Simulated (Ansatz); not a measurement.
# TaSi2: the cost of one run

Computed with Ansatz 0.2.0 (DFT r2SCAN, scalar-relativistic, plane waves, PAW, unless a step's input says otherwise).

1 further run of the same task is left out (set aside as unsound or not needed). Runs told in other sessions of the task aren't counted.

**1. The system as given**

The structure is hexagonal, space group P6_422 (No. 181). Conventional cell: a = 4.780 Å, b = 4.780 Å, c = 6.555 Å, α = 90.00°, β = 90.00°, γ = 120.00°. Around Ta (site symmetry 222) lie 10 Si at 2.60 to 2.83 Å. Si (site symmetry 2) is surrounded by 5 Si at 2.55 to 2.83 Å and 5 Ta at 2.60 to 2.83 Å.

As a file:

```cif
data_structure
_symmetry_space_group_name_H-M 'P6_422'
_symmetry_Int_Tables_number 181
_cell_length_a 4.7800
_cell_length_b 4.7800
_cell_length_c 6.5548
_cell_angle_alpha 90.000
_cell_angle_beta 90.000
_cell_angle_gamma 120.000
_cell_volume 129.70
loop_
_atom_site_label
_atom_site_type_symbol
_atom_site_symmetry_multiplicity
_atom_site_Wyckoff_symbol
_atom_site_fract_x
_atom_site_fract_y
_atom_site_fract_z
_atom_site_occupancy
Ta1 Ta 3 c 0.50000 0.00000 0.00000 1
Si1 Si 6 i 0.15827 0.31655 0.00000 1
```

It is the result of an earlier relaxation at this level (volume 14.41 Å³/atom; gap on the mesh: none (metal)).

**2. The reference cell**

The reference gives a free energy of -33671.5062 eV, pressure -0.01 GPa, largest force 0.007 eV/Å and gap on the mesh none (metal). It was computed beforehand with the settings of the runs below.

**3. Setting up a two-dimensional strain map**

The cell is strained by p along both x and y and by q along z, with fractional coordinates fixed.

**4. p = -0.050, q = -0.050**

File input.yaml:

```yaml
crystal:
  lattice:
    - [4.5409691634, 0.0, 0.0]
    - [-2.2704845817, 3.9325946533, 0.0]
    - [0.0, 0.0, 6.2270176254]
  atoms:
    - { symbol: Ta, position: [0.5, 0.0, 0.0] }
    - { symbol: Ta, position: [0.5, 0.5, 0.6666666667] }
    - { symbol: Ta, position: [0.0, 0.5, 0.3333333333] }
    - { symbol: Si, position: [0.1582725695, 0.3165451391, 0.0] }
    - { symbol: Si, position: [0.8417274305, 0.1582725695, 0.6666666667] }
    - { symbol: Si, position: [0.6834548609, 0.8417274305, 0.3333333333] }
    - { symbol: Si, position: [0.8417274305, 0.6834548609, 0.0] }
    - { symbol: Si, position: [0.1582725695, 0.8417274305, 0.6666666667] }
    - { symbol: Si, position: [0.3165451391, 0.1582725695, 0.3333333333] }
basis:
  ecutwfc: 500
kpoints:
  mp_grid: { grid: [12, 12, 6] }
hamiltonian:
  xc: r2scan
scf:
  occupations: { method: gaussian, width: 0.15 }
output:
  forces: true
  stress: true
  eigenvalues: true
```

Run with:

```console
$ ansatz run input.yaml --threads 2 --pin off --max-ram 5120MiB --backend cpu --events-out ev --progress --plain --runs-dir out
```

What time and memory should one allow on 2 threads of Intel Xeon Platinum 8259CL at 2.50GHz (Skylake/Cascade Lake), shared host?

About 32 s, with a peak of 0.79 GiB.
